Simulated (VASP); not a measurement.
# AlN (P6_3mc) in VASP: a series of runs

Runs on AlN. Level: PBE. Tasks: relaxation of shape and atoms at fixed volume.

Everything below comes from runs of VASP 6.6.1. Logs are shortened: lines on timing, memory, paths and dates and some standing lists are left out, and cuts for length are marked.

## Step 1: The undisturbed crystal

Symmetry: P6_3mc, No. 186, hexagonal system. The conventional cell has a = 3.113 Å, b = 3.113 Å, c = 4.981 Å, α = 90.00°, β = 90.00°, γ = 120.00°. Around Al (site symmetry 3m) lie 4 N at 1.89 Å. N (site symmetry 3m) has 4 Al at 1.89 Å as nearest neighbours.

## Step 2: Relaxation of shape and atoms at fixed volume, PBE (a relaxed cell with its volume scaled by 0.94)

Contents of INCAR:

```
SYSTEM = AlN
PREC     = Accurate       ! precision mode
ENCUT    = 520            ! plane-wave cutoff, eV
EDIFF    = 0.05           ! SCF threshold, eV
ISMEAR   = 0              ! smearing method
SIGMA    = 0.02           ! smearing width, eV
LREAL    = .False.        ! projectors in reciprocal space
LASPH    = .True.         ! aspherical terms in the spheres
NELM     = 60             ! most SCF steps
ALGO     = Normal         ! electronic algorithm
ISIF     = 4              ! what is computed and relaxed
LWAVE    = .False.        ! write WAVECAR
LCHARG   = .False.        ! write CHGCAR
GGA      = PE             ! functional
IBRION   = 2              ! ionic algorithm
NSW      = 80             ! ionic steps
EDIFFG   = -0.002         ! ionic threshold
```

Contents of KPOINTS:

```
Automatic mesh
0
Gamma
  12 12 6
  0 0 0
```

Contents of POSCAR:

```
AlN                                     
1.0
    3.0647863542      0.0000000000     -0.0000000000
   -1.5323931771      2.6541828380      0.0000000000
   -0.0000000000      0.0000000000      4.9142021891
  Al              N             
     2     2
Direct
     0.3333333300000021    0.6666666699999979    0.9992577509682717
     0.6666666699999979    0.3333333300000021    0.4992577509682717
     0.3333333300000021    0.6666666699999979    0.3807422490317308
     0.6666666699999979    0.3333333300000021    0.8807422490317308
```

Potentials or basis: VASP PAW PBE potentials, release 64 (Al, N).

Command:

```bash
> cat potpaw_PBE.64/Al/POTCAR potpaw_PBE.64/N/POTCAR > POTCAR
> mpirun -np 1 vasp_std > vasp.out
```

OUTCAR:

```text
SYSTEM = AlN
   PREC = Accurate
   ENCUT = 520
   EDIFF = 0.05
   ISMEAR = 0
   LREAL = .False.
   LASPH = .True.
   NELM = 60
   ISIF = 4
   GGA = PE
   IBRION = 2
   NSW = 80
   EDIFFG = -0.002

 ion  position               nearest neighbor table
   1  0.333  0.667  0.999-   4 1.86   4 1.86   4 1.86   3 1.87   2 3.03   2 3.03   2 3.03   2 3.03
                             2 3.03   2 3.03
   2  0.667  0.333  0.499-   3 1.86   3 1.86   3 1.86   4 1.87   1 3.03   1 3.03   1 3.03   1 3.03
                             1 3.03   1 3.03
   3  0.333  0.667  0.381-   2 1.86   2 1.86   2 1.86   1 1.87
   4  0.667  0.333  0.881-   1 1.86   1 1.86   1 1.86   2 1.87

  LATTYP: Found a hexagonal cell.
 ALAT       =     3.0647863542
 C/A-ratio  =     1.6034403776

  Lattice vectors:

 A1 = (   3.0647863542,   0.0000000000,   0.0000000000)
 A2 = (  -1.5323931771,   2.6541828380,   0.0000000000)
 A3 = (   0.0000000000,   0.0000000000,   4.9142021891)

Analysis of symmetry for initial positions (statically):
=====================================================================
 Subroutine PRICEL returns:
 Original cell was already a primitive cell.

 Routine SETGRP: Setting up the symmetry group for a
 hexagonal supercell.

 Subroutine GETGRP returns: Found 12 space group operations
 (whereof  6 operations were pure point group operations)
 out of a pool of 24 trial point group operations.

The static configuration has the point symmetry C_3v.
 The point group associated with its full space group is C_6v.

Analysis of symmetry for dynamics (positions and initial velocities):
=====================================================================
 Subroutine PRICEL returns:
 Original cell was already a primitive cell.

 Routine SETGRP: Setting up the symmetry group for a
 hexagonal supercell.

 Subroutine GETGRP returns: Found 12 space group operations
 (whereof  6 operations were pure point group operations)
 out of a pool of 24 trial point group operations.

The dynamic configuration has the point symmetry C_3v.
 The point group associated with its full space group is C_6v.

 Subroutine INISYM returns: Found 12 space group operations
 (whereof  6 operations are pure point group operations),
 and found     1 'primitive' translations

----------------------------------------------------------------------------------------

                                     Primitive cell

  volume of cell :      39.9746

[... 132 lines left out ...]
--------------------------------------- Ionic step        1  -------------------------------------------

 number of electron      15.9999996 magnetization

 Free energy of the ion-electron system (eV)
  ---------------------------------------------------
  ext. energy  EPLUGINS =         0.00000000
  ---------------------------------------------------
  free energy    TOTEN  =       -29.68046748 eV

  energy without entropy =      -29.68046748  energy(sigma->0) =      -29.68046748

------------------------ aborting loop because EDIFF is reached ----------------------------------------

  FORCE on cell =-STRESS in cart. coord.  units (eV):
  Direction    XX          YY          ZZ          XY          YZ          ZX
  --------------------------------------------------------------------------------------
  -------------------------------------------------------------------------------------
  Total        4.6641484      4.6641484      4.4052613      0.0000000      0.0000000      0.0000000
  in kB      186.9385554    186.9385551    176.5623887      0.0000000      0.0000000      0.0000000
  external PRESSURE =     183.4798331 kB  Pullay stress =       0.0000000 kB
[... 95 lines left out ...]
  FREE ENERGIE OF THE ION-ELECTRON SYSTEM (eV)
  ---------------------------------------------------
  free  energy   TOTEN  =       -29.6761474673 eV

  energy  without entropy=      -29.6761474673  energy(sigma->0) =      -29.67614747

[... ionic steps 4 to 29 ...]

--------------------------------------- Ionic step       30  -------------------------------------------

 number of electron      15.9999997 magnetization

------------------------ aborting loop because EDIFF is reached ----------------------------------------
[... 71 lines left out ...]
--------------------------------------- Ionic step       32  -------------------------------------------

 number of electron      15.9999996 magnetization

 Free energy of the ion-electron system (eV)
  ---------------------------------------------------
  ext. energy  EPLUGINS =         0.00000000
  ---------------------------------------------------
  free energy    TOTEN  =       -29.67700593 eV

  energy without entropy =      -29.67700593  energy(sigma->0) =      -29.67700593

 E-fermi :   6.7664     XC(G=0): -11.1030

 val. band max:        6.6112132906   @ k =   0.0000   0.0000   0.0000
 cond. band min:      11.1872637839   @ k =   0.0000   0.0000   0.0000
 fundamental gap:      4.5760504933
 Fermi energy:         6.7663865342

 k-point     1 :       0.0000    0.0000    0.0000
  band No.  band energies     occupation
      1      -8.8732      2.00000
      2      -6.5773      2.00000
      3       0.4029      2.00000
      4       5.6811      2.00000
      5       5.6811      2.00000
      6       6.3483      2.00000
      7       6.3484      2.00000
      8       6.6112      2.00000
      9      11.1873      0.00000
     10      13.6111      0.00000
     11      17.5844      0.00000
     12      18.0294      0.00000
[... 331 lines left out ...]
 k-point    24 :       0.3333    0.0000    0.1667
  band No.  band energies     occupation
      1      -7.4749      2.00000
      2      -6.1505      2.00000
      3       1.5267      2.00000
      4       2.5464      2.00000
      5       3.1607      2.00000
      6       4.7453      2.00000
      7       5.7863      2.00000
      8       5.9060      2.00000
      9      12.6332      0.00000
     10      13.4161      0.00000
     11      15.4361      0.00000
     12      17.1126      0.00000

 [... further k-points ...]

------------------------ aborting loop because EDIFF is reached ----------------------------------------

  FORCE on cell =-STRESS in cart. coord.  units (eV):
  Direction    XX          YY          ZZ          XY          YZ          ZX
  --------------------------------------------------------------------------------------
  -------------------------------------------------------------------------------------
  Total        3.3765847      3.3765847      3.3663559      0.0000000      0.0000000      0.0000000
  in kB      135.3331443    135.3331439    134.9231730      0.0000000      0.0000000      0.0000000
  external PRESSURE =     135.1964871 kB  Pullay stress =       0.0000000 kB
[... 19 lines left out ...]
  FREE ENERGIE OF THE ION-ELECTRON SYSTEM (eV)
  ---------------------------------------------------
  free  energy   TOTEN  =       -29.6770059323 eV

  energy  without entropy=      -29.6770059323  energy(sigma->0) =      -29.67700593

 reached required accuracy - stopping structural energy minimisation
```

It took 82 s on 1 thread of Intel Xeon 6975P-C (Granite Rapids), shared host; peak memory 0.17 GiB.

What came out:

```yaml
Free_energy: -29.6770 eV
Energy_gained_by_relaxing: -0.9 meV/atom
Ionic_steps: 32
Pressure_after_relaxing: 13.5 GPa
Band_gap_on_the_k_mesh: 4.58 eV, direct
```

The path:
```csv
step,energy change (eV),largest force (eV/Å),pressure (GPa),volume (Å³)
1,0.0000,0.0221,18.35,39.97
2,0.0037,0.0352,13.46,39.97
3,0.0043,0.0686,13.45,39.97
4,0.0055,0.0590,13.38,39.97
5,0.0055,0.0696,13.39,39.97
6,0.0055,0.0760,13.40,39.97
7,0.0054,0.0844,13.41,39.97
8,0.0054,0.0752,13.40,39.97
9,0.0052,0.0485,13.38,39.97
10,0.0052,0.0057,13.35,39.97
11,0.0052,0.0225,13.37,39.97
12,0.0051,0.0238,13.38,39.97
13,0.0048,0.0223,13.39,39.97
14,0.0043,0.0196,13.41,39.97
15,0.0036,0.0153,13.46,39.97
16,0.0032,0.0035,13.56,39.97
17,0.0067,0.0089,13.75,39.97
18,0.0041,0.0346,13.61,39.97
19,0.0035,0.0169,13.56,39.97
20,0.0036,0.0087,13.55,39.97
21,0.0035,0.0052,13.54,39.97
22,0.0035,0.0336,13.52,39.97
23,0.0035,0.0323,13.51,39.97
24,0.0035,0.0282,13.51,39.97
25,0.0035,0.0042,13.50,39.97
26,0.0035,0.0051,13.50,39.97
27,0.0035,0.0027,13.50,39.97
28,0.0035,0.0010,13.50,39.97
29,0.0035,0.0024,13.50,39.97
30,0.0035,0.0011,13.50,39.97
31,0.0035,0.0014,13.51,39.97
32,0.0035,0.0011,13.52,39.97
```

Final structure:
```
CELL_PARAMETERS angstrom
3.06875 0.00000 0.00000
-1.53438 2.65762 0.00000
0.00000 0.00000 4.90150
ATOMIC_POSITIONS crystal
Al 0.33333 0.66667 0.99865
Al 0.66667 0.33333 0.49865
N 0.33333 0.66667 0.38135
N 0.66667 0.33333 0.88135
```

Levels at points of the mesh, in eV from the valence-band top:
```csv
k point,band 4,band 5,band 6,band 7,band 8,band 9,band 10,band 11,band 12
"(0.00, 0.00, 0.00)",-0.93,-0.93,-0.26,-0.26,0.00,4.58,7.00,10.97,11.42
"(0.50, 0.00, 0.00)",-4.29,-3.47,-2.19,-1.86,-0.74,5.90,5.93,8.54,10.57
"(0.00, 0.00, 0.50)",-3.41,-0.61,-0.61,-0.61,-0.61,6.82,6.82,10.67,10.67
"(0.50, 0.00, 0.50)",-5.80,-1.54,-1.54,-1.42,-1.42,5.44,5.44,9.50,9.50
```

## Step 3: Relaxation of shape and atoms at fixed volume, PBE (a relaxed cell with its volume scaled by 1.06)

INCAR is that of step 2.

KPOINTS is that of step 2.

Changes to POSCAR since step 2:

```diff
@@ -2,5 +2,5 @@
 1.0
-    3.0647863542      0.0000000000     -0.0000000000
-   -1.5323931771      2.6541828380      0.0000000000
-   -0.0000000000      0.0000000000      4.9142021891
+    3.1900161068      0.0000000000     -0.0000000000
+   -1.5950080533      2.7626349849      0.0000000000
+   -0.0000000000      0.0000000000      5.1150006308
   Al              N
```

Potentials or basis: VASP PAW PBE potentials, release 64 (Al, N).

Command:

```bash
> cat potpaw_PBE.64/Al/POTCAR potpaw_PBE.64/N/POTCAR > POTCAR
> mpirun -np 1 vasp_std > vasp.out
```

It took 54 s on 1 thread of Intel Xeon 6975P-C (Granite Rapids), shared host; peak memory 0.18 GiB.

The run converged. Its results:

| Item | Value |
| --- | --- |
| Free energy | -29.6974 eV |
| Energy gained by relaxing | -1.1 meV/atom |
| Ionic steps | 19 |
| Pressure after relaxing | -10.1 GPa |
| Band gap on the k mesh | 3.57 eV, direct |

Step by step:
```csv
step,energy change (eV),largest force (eV/Å),pressure (GPa),volume (Å³)
1,0.0000,0.0201,-5.35,45.08
2,0.0048,0.0075,-10.20,45.08
3,0.0047,0.0128,-10.00,45.08
4,0.0052,0.0059,-10.05,45.08
5,0.0051,0.0034,-10.05,45.08
6,0.0047,0.0106,-10.07,45.08
7,0.0046,0.0407,-10.11,45.08
8,0.0090,0.1091,-10.14,45.08
9,0.0044,0.0898,-10.07,45.08
10,0.0049,0.0565,-10.11,45.08
11,0.0045,0.0266,-10.09,45.08
12,0.0045,0.0092,-10.09,45.08
13,0.0046,0.0175,-10.08,45.08
14,0.0046,0.0142,-10.08,45.08
15,0.0045,0.0065,-10.09,45.08
16,0.0046,0.0220,-10.10,45.08
17,0.0046,0.0190,-10.10,45.08
18,0.0045,0.0070,-10.09,45.08
19,0.0045,0.0006,-10.09,45.08
```

Final structure:
```
Al N
1.0
     3.18645    0.00000    0.00000
    -1.59323    2.75955    0.00000
     0.00000    0.00000    5.12644
Al N
2 2
Direct
  0.33333 0.66667 0.99968
  0.66667 0.33333 0.49968
  0.33333 0.66667 0.38032
  0.66667 0.33333 0.88032
```

Levels at points of the mesh, in eV from the valence-band top:
```
           k point  band 6  band 7  band 8  band 9  band 10  band 11
(0.00, 0.00, 0.00)   -0.16   -0.16    0.00    3.57     6.08    10.00
(0.50, 0.00, 0.00)   -1.94   -1.65   -0.64    5.60     5.63     7.56
(0.00, 0.00, 0.50)   -0.48   -0.48   -0.48    5.86     5.86     9.72
(0.50, 0.00, 0.50)   -1.36   -1.29   -1.29    5.06     5.06     8.81
```

## Step 4: Relaxation of shape and atoms at fixed volume, PBE (a relaxed cell with its volume scaled by 0.91)

INCAR is that of step 3.

KPOINTS is that of step 3.

Changes to POSCAR since step 3:

```diff
@@ -2,5 +2,5 @@
 1.0
-    3.1900161068      0.0000000000     -0.0000000000
-   -1.5950080533      2.7626349849      0.0000000000
-   -0.0000000000      0.0000000000      5.1150006308
+    3.0318291080      0.0000000000     -0.0000000000
+   -1.5159145540      2.6256410255      0.0000000000
+   -0.0000000000      0.0000000000      4.8613572098
   Al              N
```

Command:

```bash
> cat potpaw_PBE.64/Al/POTCAR potpaw_PBE.64/N/POTCAR > POTCAR
> mpirun -np 1 vasp_std > vasp.out
```

Run time: 2.1 min. Hardware: 1 thread of Intel Xeon 6975P-C (Granite Rapids), shared host; peak memory 0.17 GiB.

Results (log left out):

```
Free energy               : -29.5360 eV
Energy gained by relaxing : -0.6 meV/atom
Ionic steps               : 55
Pressure after relaxing   : 21.9 GPa
Band gap on the k mesh    : 4.85 eV, direct
```

The path:
| step | energy change (eV) | largest force (eV/Å) | pressure (GPa) | volume (Å³) |
| --- | --- | --- | --- | --- |
| 1 | 0.0000 | 0.0360 | 26.86 | 38.70 |
| 3 | 0.0041 | 0.1218 | 21.83 | 38.70 |
| 5 | 0.0067 | 0.1234 | 21.73 | 38.70 |
| 7 | 0.0061 | 0.0354 | 21.66 | 38.70 |
| 9 | 0.0051 | 0.0241 | 21.69 | 38.70 |
| 11 | 0.0024 | 0.0256 | 21.87 | 38.70 |
| 13 | 0.0056 | 0.1189 | 22.09 | 38.70 |
| 15 | 0.0026 | 0.0034 | 22.02 | 38.70 |
| 17 | 0.0030 | 0.0925 | 21.99 | 38.70 |
| 19 | 0.0029 | 0.0382 | 22.01 | 38.70 |
| 21 | 0.0028 | 0.0244 | 21.99 | 38.70 |
| 23 | 0.0025 | 0.0460 | 21.87 | 38.70 |
| 25 | 0.0027 | 0.0334 | 21.86 | 38.70 |
| 27 | 0.0027 | 0.0379 | 21.87 | 38.70 |
| 29 | 0.0026 | 0.0415 | 21.87 | 38.70 |
| 31 | 0.0026 | 0.0424 | 21.87 | 38.70 |
| 33 | 0.0026 | 0.0426 | 21.87 | 38.70 |
| 35 | 0.0026 | 0.0427 | 21.87 | 38.70 |
| 37 | 0.0026 | 0.0427 | 21.87 | 38.70 |
| 39 | 0.0026 | 0.0427 | 21.87 | 38.70 |
| 41 | 0.0026 | 0.0427 | 21.87 | 38.70 |
| 43 | 0.0025 | 0.0150 | 21.89 | 38.70 |
| 45 | 0.0025 | 0.0041 | 21.89 | 38.70 |
| 47 | 0.0025 | 0.0083 | 21.92 | 38.70 |
| 49 | 0.0025 | 0.0075 | 21.95 | 38.70 |
| 51 | 0.0025 | 0.0057 | 21.92 | 38.70 |
| 53 | 0.0025 | 0.0057 | 21.92 | 38.70 |
| 55 | 0.0025 | 0.0003 | 21.92 | 38.70 |

Final structure:
```
CELL_PARAMETERS angstrom
3.03967 0.00000 0.00000
-1.51984 2.63243 0.00000
0.00000 0.00000 4.83630
ATOMIC_POSITIONS crystal
Al 0.33333 0.66667 0.99813
Al 0.66667 0.33333 0.49813
N 0.33333 0.66667 0.38187
N 0.66667 0.33333 0.88187
```

Levels at points of the mesh, in eV from the valence-band top:
| k point | band 5 | band 6 | band 7 | band 8 | band 9 | band 10 | band 11 | band 12 |
| --- | --- | --- | --- | --- | --- | --- | --- | --- |
| (0.00, 0.00, 0.00) | -1.00 | -0.31 | -0.31 | 0.00 | 4.85 | 7.23 | 11.25 | 11.59 |
| (0.50, 0.00, 0.00) | -3.57 | -2.29 | -1.92 | -0.78 | 5.97 | 6.00 | 8.79 | 10.79 |
| (0.00, 0.00, 0.50) | -0.67 | -0.67 | -0.67 | -0.67 | 7.07 | 7.07 | 10.94 | 10.94 |
| (0.50, 0.00, 0.50) | -1.62 | -1.62 | -1.46 | -1.46 | 5.54 | 5.54 | 9.67 | 9.67 |

## Step 5: Relaxation of shape and atoms at fixed volume, PBE (a relaxed cell with its volume scaled by 1.09)

INCAR is that of step 4.

KPOINTS is that of step 4.

Changes to POSCAR since step 4:

```diff
@@ -2,5 +2,5 @@
 1.0
-    3.0318291080      0.0000000000     -0.0000000000
-   -1.5159145540      2.6256410255      0.0000000000
-   -0.0000000000      0.0000000000      4.8613572098
+    3.2198310695      0.0000000000     -0.0000000000
+   -1.6099155347      2.7884555000      0.0000000000
+   -0.0000000000      0.0000000000      5.1628071460
   Al              N
```

Command:

```bash
> cat potpaw_PBE.64/Al/POTCAR potpaw_PBE.64/N/POTCAR > POTCAR
> mpirun -np 1 vasp_std > vasp.out
```

Wall time 54 s (1 thread of Intel Xeon 6975P-C (Granite Rapids), shared host); peak memory 0.17 GiB.

The run converged. Its results:

```
Free energy               : -29.6012 eV
Energy gained by relaxing : -1.2 meV/atom
Ionic steps               : 19
Pressure after relaxing   : -14.1 GPa
Band gap on the k mesh    : 3.35 eV, direct
```

The path:
```csv
step,energy change (eV),largest force (eV/Å),pressure (GPa),volume (Å³)
1,0.0000,0.0277,-9.25,46.35
2,0.0051,0.0122,-14.27,46.35
3,0.0053,0.0197,-13.99,46.35
4,0.0064,0.0074,-14.07,46.35
5,0.0054,0.0126,-14.07,46.35
6,0.0046,0.0430,-14.14,46.35
7,0.0130,0.1222,-14.13,46.35
8,0.0058,0.1163,-14.10,46.35
9,0.0053,0.0735,-14.13,46.35
10,0.0055,0.0620,-14.12,46.35
11,0.0046,0.0112,-14.13,46.35
12,0.0052,0.0453,-14.09,46.35
13,0.0050,0.0323,-14.10,46.35
14,0.0048,0.0136,-14.11,46.35
15,0.0048,0.0046,-14.12,46.35
16,0.0048,0.0006,-14.11,46.35
17,0.0048,0.0010,-14.11,46.35
18,0.0048,0.0022,-14.11,46.35
19,0.0048,0.0002,-14.12,46.35
```

Final structure:
```cif
data_structure
_symmetry_space_group_name_H-M 'P 1'
_symmetry_Int_Tables_number 1
_cell_length_a 3.2153
_cell_length_b 3.2153
_cell_length_c 5.1775
_cell_angle_alpha 90.000
_cell_angle_beta 90.000
_cell_angle_gamma 120.000
_cell_volume 46.35
loop_
_atom_site_label
_atom_site_type_symbol
_atom_site_fract_x
_atom_site_fract_y
_atom_site_fract_z
_atom_site_occupancy
Al1 Al 0.33333 0.66667 0.99981 1
Al2 Al 0.66667 0.33333 0.49981 1
N1 N 0.33333 0.66667 0.38019 1
N2 N 0.66667 0.33333 0.88019 1
```

Levels at points of the mesh, in eV from the valence-band top:
| k point | band 5 | band 6 | band 7 | band 8 | band 9 | band 10 | band 11 | band 12 |
| --- | --- | --- | --- | --- | --- | --- | --- | --- |
| (0.00, 0.00, 0.00) | -0.75 | -0.14 | -0.14 | 0.00 | 3.35 | 5.86 | 9.79 | 10.48 |
| (0.50, 0.00, 0.00) | -3.08 | -1.89 | -1.60 | -0.62 | 5.52 | 5.56 | 7.33 | 9.55 |
| (0.00, 0.00, 0.50) | -0.46 | -0.46 | -0.46 | -0.46 | 5.63 | 5.63 | 9.50 | 9.50 |
| (0.50, 0.00, 0.50) | -1.32 | -1.32 | -1.26 | -1.26 | 4.97 | 4.97 | 8.64 | 8.64 |

A k mesh can miss the band edges.

## Step 6: The runs side by side

| cell | gap on the mesh (eV) | pressure (GPa) |
| --- | --- | --- |
| relaxed at fixed volume from: a relaxed cell with its volume scaled by 0.94 | 4.58 | 13.5 |
| relaxed at fixed volume from: a relaxed cell with its volume scaled by 1.06 | 3.57 | -10.1 |
| relaxed at fixed volume from: a relaxed cell with its volume scaled by 0.91 | 4.85 | 21.9 |
| relaxed at fixed volume from: a relaxed cell with its volume scaled by 1.09 | 3.35 | -14.1 |

Alike in all rows: task relaxation of shape and atoms at fixed volume; level PBE; potentials or basis VASP PAW PBE potentials, release 64 (Al, N); no spin polarisation; k mesh 12 × 12 × 6; cutoff (eV) 520; smearing gaussian 0.02 eV.

Absolute energies hang on the potentials; compare differences alone.
